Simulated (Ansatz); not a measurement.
The system is I.

```
I
1.0
     0.00000    2.36560    3.90984
     2.19225    0.00000    3.90984
     2.19225    2.36560    0.00000
I
1
Direct
  0.00000 0.00000 0.00000
```

- Program: Ansatz 0.2.0
- Task: relaxation of cell and atoms
- Functional: PBEsol
- Potentials or basis: Ansatz PAW
- Cutoff: 420 eV (not typed: the program's choice for these potentials)
- k mesh: 9 × 9 × 9
- Occupations: fermi-dirac, width 0.05 eV
- Spin: no spin polarisation

At the start: volume 40.55 Å³/atom.

Where does the relaxation end?

It ends after 8 steps and the volume is 37.41 Å³/atom (-7.7 %); space group Fmmm (No. 69, to 0.05 Å).

The path:
```csv
step,energy change (eV),largest force (eV/Å),volume (Å³)
1,0.0000,0.0000,40.55
2,-0.0092,0.0000,38.97
3,-0.0100,0.0000,38.51
4,-0.0112,0.0000,37.24
5,-0.0113,0.0000,37.46
6,-0.0113,0.0000,37.47
7,-0.0114,0.0000,37.41
8,-0.0110,0.0000,37.41
```

Final structure:
```cif
data_structure
_symmetry_space_group_name_H-M 'P 1'
_symmetry_Int_Tables_number 1
_cell_length_a 4.3795
_cell_length_b 4.3137
_cell_length_c 3.1724
_cell_angle_alpha 69.706
_cell_angle_beta 67.495
_cell_angle_gamma 42.799
_cell_volume 37.41
loop_
_atom_site_label
_atom_site_type_symbol
_atom_site_fract_x
_atom_site_fract_y
_atom_site_fract_z
_atom_site_occupancy
I1 I 0.00000 0.00000 0.00000 1
```

Caveat: the plane-wave basis is chosen anew once the cell has moved, so the energies of steps on either side of that aren't comparable; an odd number of electrons without spin polarisation forces a metal; a magnetic or distorted state may lie lower; the PAW data sets come from PBE, with cores solved anew for the run's functional, which leaves a small shift of forces and pressure.
